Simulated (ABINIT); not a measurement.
# MoS2 in ABINIT: notebook

Runs on MoS2. Level: LDA. Tasks: single point, relaxation of cell and atoms.

All numbers are computed with ABINIT 10.8.3 (patched build); they aren't measurements. Logs are shortened: lines on timing, memory, paths and dates and some standing lists are left out, and cuts for length are marked. The log counts tension as positive stress, the text compression.

### 1 The slab as given

The cell holds a slab with vacuum, 3 atoms: a = 3.184 Å, b = 3.184 Å, c = 17.335 Å, α = 90.00°, β = 90.00°, γ = 120.00°.

### 2 Single point, LDA

File run.abi:

```
# Pseudopotentials
pp_dirpath "./"
pseudos "Mo.upf, S.upf"

# Structure
acell 6.0171262416 6.0171262416 32.7576463855
rprim
     1.0000000000     0.0000000000     0.0000000000
    -0.5000000000     0.8660254038     0.0000000000
     0.0000000000     0.0000000000     1.0000000000
ntypat 2
znucl 42 16
natom 3
typat 1 2 2
xred
     0.0000000000     0.0000000000     0.0000000000
     0.3333333333     0.6666666667     0.9105070200
     0.3333333333     0.6666666667     0.0894929800

# Plane-wave basis
ecut 35.0

# k points
kptopt 1
ngkpt 8 8 2
nshiftk 1
shiftk 0.0 0.0 0.0

# Exchange and correlation
ixc 7

# Bands and occupations
nband 17
occopt 3
tsmear 0.00183747

# SCF cycle
nstep 100
tolvrs 1.0e-10

# Output
iomode 3
prtwf 0
prtden 0
prteig 0
prtebands 0
enunit 1
```

Potentials or basis: PseudoDojo NC SR LDA v0.4.1 standard.

Started as:

```console
$ mpirun --bind-to none -np 4 abinit run.abi > log 2>&1
```

run.abo:

```text
.Version 10.8.3 of ABINIT
 Symmetries : space group P-6 m 2 (#187); Bravais hP (primitive hexag.)
================================================================================
 Values of the parameters that define the memory need of the present run
     intxc =       0    ionmov =       0      iscf =       7    lmnmax =       6
     lnmax =       6     mgfft =     180  mpssoang =       3    mqgrid =    8724
     natom =       3  nloc_mem =       1    nspden =       1   nspinor =       1
    nsppol =       1      nsym =      12    n1xccc =    2501    ntypat =       2
    occopt =       3   xclevel =       1
       mpw =       10196          nfft =      233280          nkpt =          20
================================================================================
================================================================================

--------------------------------------------------------------------------------
------------- Echo of variables that govern the present computation ------------
--------------------------------------------------------------------------------
 -outvars: echo values of preprocessed input variables --------
            acell      6.0171262416E+00  6.0171262416E+00  3.2757646386E+01 Bohr
              amu      9.59400000E+01  3.20660000E+01
             ecut      3.50000000E+01 Hartree
           enunit           1
              ixc           7
         kptrlatt        8    0    0      0    8    0      0    0    2
          kptrlen      4.81370099E+01
            natom           3
            nband          17
            ngfft          36      36     180
             nkpt          20
            nstep         100
             nsym          12
           ntypat           2
           occopt           3
           prtden           0
        prtebands           0
           prteig           0
            prtwf           0
            rprim      1.0000000000E+00  0.0000000000E+00  0.0000000000E+00
                      -5.0000000000E-01  8.6602540380E-01  0.0000000000E+00
                       0.0000000000E+00  0.0000000000E+00  1.0000000000E+00
          spgroup         187
           tolvrs      1.00000000E-10
           tsmear      1.83747000E-03 Hartree
            typat      1  2  2
           xangst      0.0000000000E+00  0.0000000000E+00  0.0000000000E+00
                      -2.9392005742E-16  1.8383560495E+00  1.5783274933E+01
                      -2.9392005742E-16  1.8383560495E+00  1.5513250056E+00
            xcart      0.0000000000E+00  0.0000000000E+00  0.0000000000E+00
                      -5.5542841144E-16  3.4739894554E+00  2.9826066993E+01
                      -5.5542841144E-16  3.4739894554E+00  2.9315793928E+00
             xred      0.0000000000E+00  0.0000000000E+00  0.0000000000E+00
                       3.3333333333E-01  6.6666666667E-01  9.1050702000E-01
                       3.3333333333E-01  6.6666666667E-01  8.9492980000E-02
            znucl       42.00000   16.00000

================================================================================

 chkinp: Checking input parameters for consistency.

================================================================================
== DATASET  1 ==================================================================

--- !DatasetInfo
iteration_state: {dtset: 1, }
dimensions: {natom: 3, nkpt: 20, mband: 17, nsppol: 1, nspinor: 1, nspden: 1, mpw: 10196, }
cutoff_energies: {ecut:  35.0, pawecutdg:  -1.0, }
electrons: {nelect:   2.60000000E+01, charge:   0.00000000E+00, occopt:   3.00000000E+00, tsmear:   1.83747000E-03, }
meta: {optdriver: 0, ionmov: 0, optcell: 0, iscf: 7, paral_kgb: 0, }
...

 Exchange-correlation functional for the present dataset will be:
  LDA: Perdew-Wang 92 LSD fit to Ceperley-Alder data - ixc=7
  J.P.Perdew and Y.Wang, PRB 45, 13244 (1992)

 Real(R)+Recip(G) space primitive vectors, cartesian coordinates (Bohr,Bohr^-1):
 R(1)=  6.0171262  0.0000000  0.0000000  G(1)=  0.1661923  0.0959512  0.0000000
 R(2)= -3.0085631  5.2109842  0.0000000  G(2)=  0.0000000  0.1919023  0.0000000
 R(3)=  0.0000000  0.0000000 32.7576464  G(3)=  0.0000000  0.0000000  0.0305272
 Unit cell volume ucvol=  1.0271209E+03 bohr^3
 Angles (23,13,12)=  9.00000000E+01  9.00000000E+01  1.20000000E+02 degrees

 getcut: wavevector=  0.0000  0.0000  0.0000  ngfft=  36  36 180
         ecut(hartree)=     35.000   => boxcut(ratio)=   2.06329

--- Pseudopotential description ------------------------------------------------
- pspini: atom type   1  psp file is ./Mo.upf
12 -1012 2 -1 1602                            pspcod,pspxc,lmax,lloc,mmax
     nproj     2     2     2

- pspini: atom type   2  psp file is ./S.upf
12 -1012 2 -1 1132                            pspcod,pspxc,lmax,lloc,mmax
     nproj     2     2     2

   8.62314590E+02                                ecore*ucvol(ha*bohr**3)
--------------------------------------------------------------------------------

================================================================================

--- !BeginCycle
iteration_state: {dtset: 1, }
solver: {iscf: 7, nstep: 100, nline: 4, wfoptalg: 0, }
tolerances: {tolvrs: 1.00E-10, }
...

     iter   Etot(hartree)      deltaE(h)  residm     vres2
 ETOT  1  -92.246866136347    -9.225E+01 5.763E-02 2.648E+03
 ETOT  2  -90.672650006022     1.574E+00 7.389E-02 3.391E+04
 ETOT  3  -92.587167491847    -1.915E+00 1.319E-02 1.046E+02
 ETOT  4  -92.589083812528    -1.916E-03 8.930E-04 9.711E+01
 ETOT  5  -92.589505166913    -4.214E-04 3.220E-05 5.792E+01
 ETOT  6  -92.589631011654    -1.258E-04 6.472E-06 4.506E+01
 ETOT  7  -92.589774415353    -1.434E-04 1.393E-06 2.150E+01
 ETOT  8  -92.589798692497    -2.428E-05 2.571E-07 1.176E+01
 ETOT  9  -92.589801115858    -2.423E-06 6.279E-08 8.165E+00
 ETOT 10  -92.589802987052    -1.871E-06 1.667E-08 4.432E+00
[... 6 lines left out ...]
 ETOT 17  -92.589805811411    -5.255E-11 9.070E-12 3.114E-06
 ETOT 18  -92.589805811449    -3.831E-11 5.174E-13 1.212E-06
 ETOT 19  -92.589805811405     4.430E-11 1.483E-13 1.056E-06
 ETOT 20  -92.589805811432    -2.727E-11 2.884E-14 3.068E-07
 ETOT 21  -92.589805811428     4.277E-12 1.123E-14 1.010E-07
 ETOT 22  -92.589805811406     2.106E-11 3.013E-15 1.266E-08
 ETOT 23  -92.589805811412    -5.826E-12 4.840E-16 5.137E-09
 ETOT 24  -92.589805811411     1.705E-12 1.815E-16 1.824E-09
 ETOT 25  -92.589805811414    -3.112E-12 4.679E-17 1.851E-10
 ETOT 26  -92.589805811416    -2.586E-12 1.345E-17 3.019E-12

 At SCF step   26       vres2   =  3.02E-12 < tolvrs=  1.00E-10 =>converged.

 Cartesian components of stress tensor (hartree/bohr^3)
  sigma(1 1)=  8.41936703E-05  sigma(3 2)=  0.00000000E+00
  sigma(2 2)=  8.41936703E-05  sigma(3 1)=  0.00000000E+00
  sigma(3 3)=  4.60430587E-05  sigma(2 1)=  0.00000000E+00

--- !ResultsGS
iteration_state: {dtset: 1, }
comment   : Summary of ground state results
lattice_vectors:
- [  6.0171262,   0.0000000,   0.0000000, ]
- [ -3.0085631,   5.2109842,   0.0000000, ]
- [  0.0000000,   0.0000000,  32.7576464, ]
lattice_lengths: [   6.01713,    6.01713,   32.75765, ]
lattice_angles: [ 90.000,  90.000, 120.000, ] # degrees, (23, 13, 12)
lattice_volume:   1.0271209E+03
convergence: {deltae: -2.586E-12, res2:  3.019E-12, residm:  1.345E-17, diffor: null, }
etotal    :  -9.25898058E+01
entropy   :   0.00000000E+00
fermie    :  -1.62797673E-02
cartesian_stress_tensor: # hartree/bohr^3
- [  8.41936703E-05,   0.00000000E+00,   0.00000000E+00, ]
- [  0.00000000E+00,   8.41936703E-05,   0.00000000E+00, ]
- [  0.00000000E+00,   0.00000000E+00,   4.60430587E-05, ]
pressure_GPa:  -2.1029E+00
xred      :
- [  0.0000E+00,   0.0000E+00,   0.0000E+00, Mo]
- [  3.3333E-01,   6.6667E-01,   9.1051E-01,  S]
- [  3.3333E-01,   6.6667E-01,   8.9493E-02,  S]
cartesian_forces: # hartree/bohr
- [ -1.19332501E-28,  -6.88966519E-29,  -0.00000000E+00, ]
- [  5.96662507E-29,   3.44483259E-29,   7.48101490E-03, ]
- [  5.96662507E-29,   3.44483259E-29,  -7.48101490E-03, ]
force_length_stats: {min:   1.37793304E-28, max:   7.48101490E-03, mean:   4.98734327E-03, }
...

 Integrated electronic density in atomic spheres:
 ------------------------------------------------
 Atom  Sphere_radius  Integrated_density
    1        2.00000         10.50034205
    2        2.00000          3.92292137
    3        2.00000          3.92292137
================================================================================

 ----iterations are completed or convergence reached----

 Mean square residual over all n,k,spin=   96.673E-20; max=  13.453E-18
 reduced coordinates (array xred) for    3 atoms
       0.000000000000      0.000000000000      0.000000000000
       0.333333333333      0.666666666667      0.910507020000
       0.333333333333      0.666666666667      0.089492980000
 rms dE/dt=  1.1552E-01; max dE/dt=  2.4506E-01; dE/dt below (all hartree)
    1       0.000000000000      0.000000000000      0.000000000000
    2      -0.000000000000      0.000000000000     -0.245060440705
    3      -0.000000000000      0.000000000000      0.245060440705

 cartesian coordinates (angstrom) at end:
    1      0.00000000000000     0.00000000000000     0.00000000000000
    2     -0.00000000000000     1.83835604946686    15.78327493268243
    3     -0.00000000000000     1.83835604946686     1.55132500558321

 cartesian forces (hartree/bohr) at end:
    1     -0.00000000000000    -0.00000000000000    -0.00000000000000
    2      0.00000000000000     0.00000000000000     0.00748101490018
    3      0.00000000000000     0.00000000000000    -0.00748101490018
 frms,max,avg= 3.5265842E-03 7.4810149E-03   0.000E+00  0.000E+00  0.000E+00 h/b

 cartesian forces (eV/Angstrom) at end:
    1     -0.00000000000000    -0.00000000000000    -0.00000000000000
    2      0.00000000000000     0.00000000000000     0.38468925324925
    3      0.00000000000000     0.00000000000000    -0.38468925324925
 frms,max,avg= 1.8134425E-01 3.8468925E-01   0.000E+00  0.000E+00  0.000E+00 e/A
 length scales=  6.017126241600  6.017126241600 32.757646385500 bohr
              =  3.184126080021  3.184126080021 17.334599938266 angstroms
 Fermi (or HOMO) energy (eV) =  -0.44300   Average Vxc (eV)=  -4.55001
 Eigenvalues (   eV  ) for nkpt=  20  k points:
 kpt#   1, nband= 17, wtk=  0.00781, kpt=  0.0000  0.0000  0.0000 (reduced coord)
 -62.04626  -36.25154  -36.03378  -36.03378  -15.38296  -14.02512   -6.95823   -3.99646
  -3.99646   -3.05773   -2.86991   -2.86991   -1.29392    1.43663    1.43663    1.72493
   1.72493
 prteigrs : prtvol=0 or 1, do not print more k-points.

--- !EnergyTerms
iteration_state     : {dtset: 1, }
comment             : Components of total free energy in Hartree
kinetic             :  2.99511746551142E+01
hartree             :  2.25986193063549E+02
xc                  : -1.66007761371896E+01
Ewald energy        :  1.49127291663869E+02
psp_core            :  8.39545359520155E-01
local_psp           : -4.93556373448124E+02
non_local_psp       :  1.16631390319766E+01
internal            : -9.25898058112852E+01
'-kT*entropy'       : -1.31110530505821E-10
total_energy        : -9.25898058114163E+01
total_energy_eV     : -2.51949696837483E+03
band_energy         : -1.67296912958547E+01
...

 Cartesian components of stress tensor (hartree/bohr^3)
  sigma(1 1)=  8.41936703E-05  sigma(3 2)=  0.00000000E+00
  sigma(2 2)=  8.41936703E-05  sigma(3 1)=  0.00000000E+00
  sigma(3 3)=  4.60430587E-05  sigma(2 1)=  0.00000000E+00

-Cartesian components of stress tensor (GPa)         [Pressure= -2.1029E+00 GPa]
- sigma(1 1)=  2.47706330E+00  sigma(3 2)=  0.00000000E+00
- sigma(2 2)=  2.47706330E+00  sigma(3 1)=  0.00000000E+00
- sigma(3 3)=  1.35463356E+00  sigma(2 1)=  0.00000000E+00

== END DATASET(S) ==============================================================
================================================================================

 -outvars: echo values of variables after computation  --------
            acell      6.0171262416E+00  6.0171262416E+00  3.2757646386E+01 Bohr
           etotal     -9.2589805811E+01
            fcart     -1.1933250149E-28 -6.8896651855E-29 -0.0000000000E+00
                       5.9666250744E-29  3.4448325928E-29  7.4810149002E-03
                       5.9666250744E-29  3.4448325928E-29 -7.4810149002E-03
            rprim      1.0000000000E+00  0.0000000000E+00  0.0000000000E+00
                      -5.0000000000E-01  8.6602540380E-01  0.0000000000E+00
                       0.0000000000E+00  0.0000000000E+00  1.0000000000E+00
           strten      8.4193670325E-05  8.4193670292E-05  4.6043058736E-05
                       0.0000000000E+00  0.0000000000E+00  0.0000000000E+00
           xangst      0.0000000000E+00  0.0000000000E+00  0.0000000000E+00
                      -2.9392005742E-16  1.8383560495E+00  1.5783274933E+01
                      -2.9392005742E-16  1.8383560495E+00  1.5513250056E+00
             xred      0.0000000000E+00  0.0000000000E+00  0.0000000000E+00
                       3.3333333333E-01  6.6666666667E-01  9.1050702000E-01
                       3.3333333333E-01  6.6666666667E-01  8.9492980000E-02
 Calculation completed.
```

It took 71 s on 4 MPI ranks of Arm Neoverse V2, shared host; peak memory 0.48 GiB.

Results:

```yaml
Free_energy: -2519.4970 eV
Largest_force: 0.385 eV/Å
Band_gap_on_the_k_mesh: 1.77 eV, indirect (least direct gap 1.98 eV)
Valence_electrons_inside_the_program's_atomic_spheres: Mo 10.50; S 3.92
```

Forces in eV/Å, atoms in the order of the input:
```
Mo   0.000  0.000  0.000
S    0.000  0.000  0.385
S    0.000  0.000 -0.385
```

As with any semilocal functional, this LDA gap is likely too small.

### 3 Single point, LDA

File run.abi:

```
pp_dirpath "./"
pseudos "Mo.upf, S.upf"

acell 3*1.0 Angstrom
rprim
     3.1841260822     0.0000000000     0.0000000000
    -1.5920630411     2.7575340760     0.0000000000
     0.0000000000     0.0000000000    17.3345999500
ntypat 2
znucl 42 16
natom 3
typat 1 2 2
xred
     0.0000000000     0.0000000000     0.0000000000
     0.3333333333     0.6666666667     0.9105070200
     0.3333333333     0.6666666667     0.0894929800

ecut 35.0

kptopt 1
ngkpt 8 8 2
nshiftk 1
shiftk 0.0 0.0 0.0

ixc 7

nband 17
occopt 3
tsmear 0.00183747

nstep 100
tolvrs 1.0e-10

iomode 3
prtwf 0
prteig 0
prtebands 0
enunit 1
prtden 1
prtvha 1
prtvclmb 1
prtpot 1
prtelf 1
```

Potentials or basis: PseudoDojo NC SR LDA v0.4.1 standard.

Started as:

```console
$ abinit run.abi > log 2>&1
```

Wall time 4.6 min (1 thread of Arm Neoverse V1, shared host); peak memory 0.16 GiB.

The run converged. Its results:

```
Free energy                                           : -2519.4970 eV
Largest force                                         : 0.385 eV/Å
Band gap on the k mesh                                : 1.77 eV, indirect (least direct gap 1.98 eV)
Valence electrons inside the program's atomic spheres : Mo 10.50; S 3.92
```

Forces on the atoms (eV/Å):
```
Mo   0.000  0.000  0.000
S    0.000  0.000  0.385
S    0.000  0.000 -0.385
```

Levels at points of the mesh, in eV from the valence-band top:
```
           k point  band 11  band 12  band 13  band 14  band 15  band 16
(0.00, 0.00, 0.00)    -1.58    -1.58     0.00     2.73     2.73     3.02
(0.50, 0.00, 0.00)    -1.84    -1.01    -0.66     2.19     2.71     3.81
(0.00, 0.00, 0.50)    -1.58    -1.58     0.00     2.73     2.73     3.02
(0.50, 0.00, 0.50)    -1.84    -1.01    -0.66     2.19     2.71     3.81
```

### 4 Relaxation of cell and atoms, LDA

File run.abi:

```
pp_dirpath "./"
pseudos "Mo.upf, S.upf"

acell 6.0171262416 6.0171262416 32.7576463855
rprim
     1.0000000000     0.0000000000     0.0000000000
    -0.5000000000     0.8660254038     0.0000000000
     0.0000000000     0.0000000000     1.0000000000
ntypat 2
znucl 42 16
natom 3
typat 1 2 2
chkprim 0
chksymtnons 0
tolsym 1.0e-6
xred
            0.0            0.0            0.0
            1/3            2/3   0.9105070200
            1/3            2/3   0.0894929800

ecut 40.0
ecutsm 0.5

kptopt 1
ngkpt 8 8 2
nshiftk 1
shiftk 0.0 0.0 0.0

ixc 7

nband 17
occopt 3
tsmear 0.00183747

nstep 80
tolvrs 1.0e-12

iomode 3
prteig 0
prtebands 0
prtwf 0
prtden 0

ionmov 2
optcell 2
ntime 50
tolmxf 2.0e-5
dilatmx 1.08
```

Potentials or basis: PseudoDojo NC SR LDA v0.4 stringent.

Started as:

```console
$ mpirun --bind-to none -np 4 abinit run.abi > log 2>&1
```

It took 11 min on 4 MPI ranks of Arm Neoverse V2, shared host; peak memory 0.64 GiB.

The run converged. Its results:

- Free energy: -2519.5492 eV
- Relaxed volume: 48.75 Å³/atom
- Relaxed cell: a = 3.121 Å, b = 3.121 Å, c = 17.341 Å, α = 90.00°, β = 90.00°, γ = 120.00°
- Space group after relaxing (to 0.05 Å): P-6m2 (No. 187)
- Energy gained by relaxing: 15.2 meV/atom
- Ionic steps: 6
- Band gap on the k mesh: 2.15 eV, indirect (least direct gap 2.18 eV)

The path:
| step | energy change (eV) | largest force (eV/Å) | pressure (GPa) | volume (Å³) |
| --- | --- | --- | --- | --- |
| 1 | 0.0000 | 0.3846 | -2.00 | 152.20 |
| 2 | -0.0137 | 0.2241 | -1.57 | 151.27 |
| 3 | -0.0345 | 0.2713 | -0.08 | 148.12 |
| 4 | -0.0372 | 0.2486 | -0.04 | 147.80 |
| 5 | -0.0455 | 0.0048 | 0.02 | 146.20 |
| 6 | -0.0455 | 0.0001 | 0.00 | 146.25 |

Final structure:
```
Mo S
1.0
     3.12067    0.00000    0.00000
    -1.56033    2.70258    0.00000
     0.00000    0.00000   17.34055
Mo S
1 2
Direct
  0.00000 0.00000 0.00000
  0.33333 0.66667 0.91044
  0.33333 0.66667 0.08956
```
